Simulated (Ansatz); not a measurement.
Relaxed bulk MoP:

```xyz
2
Lattice="3.2068 0.0000 0.0000 -1.6034 2.7771 0.0000 0.0000 0.0000 3.1733" Properties=species:S:1:pos:R:3 pbc="T T T"
Mo    0.0000    0.0000    0.0000
P     0.0000    1.8514    1.5866
```

Miller indices refer to the conventional cell of P-6m2 (No. 187), a = 3.207 Å, b = 3.207 Å, c = 3.173 Å, α = 90.00°, β = 90.00°, γ = 120.00°.

The (100) slab of 8 planes, 9.3 Å thick with 15 Å of vacuum as cut; outer planes P (top) and Mo (bottom).

These are results of DFT PBEsol, scalar-relativistic, plane waves, PAW (Ansatz 0.2.0), not measurements. Plane waves to 420 eV, a k mesh through Γ of 11×11×1 on the computed 8-atom cell and Gaussian smearing (0.10 eV); no spin polarisation. A dipole correction removes the field between periodic images along c.

The work function read from the bulk's Fermi level differs by 0.26 eV, so the slab's middle doesn't match the bulk reference (too thin, or relaxed to another structure or magnetic state).

With the atoms at the bulk's places:

| Quantity | Value |
| --- | --- |
| Surface energy (mean of both faces) | 2.68 J/m² |
| Work function | 5.28 eV (top), 4.46 eV (bottom) |
| Dipole of the slab along +c, per cell | -0.05 e·Å |

Task: What changes when all atoms relax within this surface cell and its symmetry?

Result: The energy falls by 0.264 J/m² a face, and the largest move is 0.19 Å.

* Surface energy (mean of both faces): 2.42 J/m²
* Work function: 5.30 eV (top), 4.47 eV (bottom)
* Dipole of the slab along +c, per cell: -0.05 e·Å

```csv
plane (bottom to top),atoms,"spacing to next, bulk (Å)",relaxed (Å),change (%)
1,Mo,0.926,0.654,-29.4
2,P,1.851,1.877,+1.4
3,Mo,0.926,0.961,+3.8
4,P,1.851,1.870,+1.0
5,Mo,0.926,0.909,-1.8
6,P,1.851,1.801,-2.7
7,Mo,0.926,1.035,+11.8
8,P,,,
```